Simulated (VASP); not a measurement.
Input of a VASP 6.6.1 run:

File INCAR:

```
ALGO = Normal ; EDIFF = 1E-7
ENCUT = 520 ; GGA_COMPAT = False
ISIF = 2 ; ISMEAR = 0
LASPH = True ; LCHARG = True
LMIXTAU = True ; LNONCOLLINEAR = True
LORBIT = 11 ; LREAL = False
LSORBIT = True ; LVHAR = True
LWAVE = False ; MAGMOM = 0 0 0 0 0 0
METAGGA = R2SCAN ; NELM = 60
PREC = Accurate ; SIGMA = 0.02
```

The input KPOINTS:

```
k-points
0
Gamma
  8 8 8
```

The input POSCAR:

```
CdTe
1.0
    0.0000000000      3.2486012500      3.2242975000
    3.2486012500      0.0000000000      3.2242975000
    3.2486012500      3.2486012500      0.0000000000
Cd Te
1 1
Direct
    0.0000000000      0.0000000000      0.0000000000
    0.2500000000      0.2500000000      0.2500000000
```

Potentials or basis: VASP PAW PBE potentials, release 64 (Cd, Te).

Command:

```bash
$ cat potpaw_PBE.64/Cd/POTCAR potpaw_PBE.64/Te/POTCAR > POTCAR
$ mpirun -np 1 vasp_ncl > vasp.out
```

Predict the net moment.

0.00 μB per cell.

Estimate the pressure.

1.7 GPa.

Moments on the atoms (μB; x, y, z):
```
Cd  0.00 0.00 0.00
Te  0.00 0.00 0.00
```

Caveat: the PAW data sets were made with another functional, which shifts forces and pressure a little.
